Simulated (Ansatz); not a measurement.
**Squeezing GaSb (CsCl type)**

```
CELL_PARAMETERS angstrom
3.61220 0.00000 0.00000
0.00000 3.61220 0.00000
0.00000 0.00000 3.61220
ATOMIC_POSITIONS crystal
Ga 0.00000 0.00000 0.00000
Sb 0.50000 0.50000 0.50000
```

The cell comes from a relaxation on PAW files under the same functional, begun from a prototype that needn't be the stable phase.

Its volume is scaled at fixed shape and fractional positions.

All numbers are PBE results (scalar-relativistic) from Ansatz 0.2.0, with a Γ-centred 13×13×13 k mesh, Fermi–Dirac smearing of 0.1 eV, no spin polarisation. Methods: LAPW: all electrons, basis error target 1 meV/atom; PAW: frozen-core files, cutoff 420 eV; crystal datasets: all electrons, by PAW datasets that the program makes for each cell; norm-conserving: pseudopotentials, cutoff 1088 eV; PAW (cutoff 1000 eV): frozen-core files, cutoff 1000 eV.

Energies are extrapolated to zero smearing and count from the unscaled cell; pressure is positive in compression; gaps take the mesh and a band path. No temperature or zero-point motion is included.

Spin–orbit coupling is left out, which matters for the heavy atoms.

```tsv
V/V0	V (Å³/atom)	P LAPW (GPa)	ΔE LAPW (eV/atom)	P PAW − LAPW (GPa)	ΔE PAW − LAPW (meV/atom)
1.00	23.57	0.04	0.000	-0.01	0.0
0.94	22.15	3.62	0.015	-0.01	-0.1
0.88	20.74	8.69	0.067	-0.02	-0.2
0.80	18.85	18.94	0.224	-0.03	-0.5
0.72	16.97	36.2	0.537	-0.03	-0.8
0.64	15.08	?	?	?	?
0.55	12.96	127.2	2.350	-0.04	-1.4
```

Fit the Vinet equation to the LAPW pressures shown (residuals weighted by 1/(|P| + 0.03·Pmax)), and predict the pressure of the withheld row.

The fit gives V0 = 23.60 Å³/atom, B0 = 47.3 GPa and B0′ = 5.39. At 15.08 Å³/atom, x = (V/V0)^(1/3) = 0.8614, and P = 3·B0·(1 − x)/x²·exp[1.5·(B0′ − 1)·(1 − x)] = 66.1 GPa. The run itself gave 65.7 GPa (+0.5 % off) and ΔE = 1.119 eV/atom.

At the smallest volume, how far do crystal datasets and norm-conserving and PAW (cutoff 1000 eV) lie from LAPW in pressure?

crystal datasets: 0.00 GPa; norm-conserving: +0.49 GPa; PAW (cutoff 1000 eV): -0.07 GPa, on a LAPW pressure of 127.2 GPa.

How do the Löwdin populations by LAPW change from the unscaled cell to the last row?

Ga 4s 1.58 → 1.29, Ga 4p 1.71 → 2.25, Sb 5s 1.72 → 1.46, Sb 5p 2.95 → 3.00 electrons an atom. These are projections on the shells that the free atoms fill; 0.06 e a cell lies outside them at the start and 0.11 e at the end.
